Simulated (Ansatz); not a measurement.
**BaTiO3 (Barioperovskite) in Ansatz: the effect of strain**

The system is BaTiO3 (Barioperovskite).

```
Ba Ti O
1.0
     3.82608    0.00000    0.00000
     0.00000    2.72342    2.84515
     0.00000   -2.72342    2.84515
Ba Ti O
1 1 3
Direct
  0.00000 0.00000 0.00000
  0.50000 0.51240 0.51240
  0.50000 0.99184 0.50524
  0.50000 0.50524 0.99184
  0.00000 0.48740 0.48740
```

Alike in all runs:

```yaml
Program: Ansatz 0.2.0
Task: single point
Functional: PBE
Potentials_or_basis: Ansatz PAW
Cutoff: "420 eV (not typed: the program's choice for these potentials)"
k_mesh: 6 × 6 × 6
Occupations: fermi-dirac, width 0.05 eV
Spin: no spin polarisation
Kind_of_strain: biaxial
```

```tsv
strain	gap on the mesh (eV)	pressure (GPa)	largest force (eV/Å)
-0.04	1.96	19.3	0.32
-0.02	1.95	10.0	0.24
-0.01	1.94	5.9	0.24
0	?	?	?
0.01	1.88	-1.0	0.32
0.02	1.84	-3.9	0.37
0.04	1.77	-8.9	0.49
```

Task: What does the run with strain 0 give?

Result: gap on the mesh 1.91 eV; pressure 2.3 GPa; largest force 0.27 eV/Å.

Worked out: A parabola through the other rows of the gap on the mesh, of slope -2.48 eV per unit of strain there, gives 1.91 eV, against the run's 1.91. A parabola through the other rows of the pressure, of slope -351 GPa per unit of strain there, gives 2.3 GPa, against the run's 2.3. A parabola through the other rows of the largest force, of slope 2.43 eV/Å per unit of strain there, gives 0.27 eV/Å, against the run's 0.27.

Caveats: spin-orbit coupling is left out, which moves the levels of the heavy elements.

A k mesh can miss the band edges.
